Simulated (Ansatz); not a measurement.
Start from MgAl₂O₄ in the spinel structure (space group Fd-3m, No. 227; a = 8.106 Å).

The values are results of DFT with PBEsol, PAW potentials and a 420 eV plane-wave cutoff in Ansatz (an electronic-structure program), scalar-relativistic without spin-orbit coupling, not measurements.

For the base:

The electron mass is 0.37 mₑ (at Γ). The band gap comes out as 5.21 eV and the width of the top valence band is 0.33 eV.

Modification: an isotropic linear strain of −1.45 %; the atoms relax in the strained cell.

**Question.** Estimate the effect on the electron mass, energy relative to the base, band gap and width of the top valence band.

**Answer.** The electron mass goes from 0.37 mₑ (at Γ) to 0.39 mₑ (at Γ); the energy rises by 11 meV/atom; the band gap grows by 0.42 eV (5.21 eV → 5.63 eV); the width of the top valence band rises by 0.02 eV (0.33 eV → 0.35 eV).

Effective masses come from finite differences of ±0.01 Å⁻¹. Whether these cells are dynamically stable was not tested.
